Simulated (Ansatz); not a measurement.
Te:

```
Te
1.0
     5.22326    0.00000    0.00000
     0.00000    5.22326    0.00000
     0.00000    0.00000    5.22326
Te
4
Cartesian
  4.5704 0.6529 3.2645
  1.9587 1.9587 1.9587
  0.6529 3.2645 4.5704
  3.2645 4.5704 0.6529
```

The cell was built by a generator and needn't be a form met in nature.

Base run:

```yaml
Program: Ansatz 0.2.0
Functional: HSE06 form with a typed share of exact exchange
Potentials_or_basis: Ansatz PAW
Cutoff: "420 eV (not typed: the program's choice for these potentials)"
k_mesh: 3 × 3 × 3
Occupations: fermi-dirac, width 0.05 eV
Spin: no spin polarisation
```

Its results: band gap on the k mesh 0.30 eV, indirect (least direct gap 0.88 eV); pressure -0.9 GPa.

The run is repeated on the same cell with these changes: share of exact exchange from 0.15 to 0.25. What comes out?

Band gap on the k mesh 0.37 eV, indirect (least direct gap 0.96 eV); pressure -1.6 GPa.

Caveats: odd divisions of the mesh miss points on the zone boundary, where band edges often lie, so the gap on the mesh can be too wide; spin-orbit coupling is left out, which moves the levels of the heavy elements; the PAW data sets come from PBE, with cores solved anew for the run's functional, which leaves a small shift of forces and pressure; the thresholds are loose for stress.

A k mesh can miss the band edges.
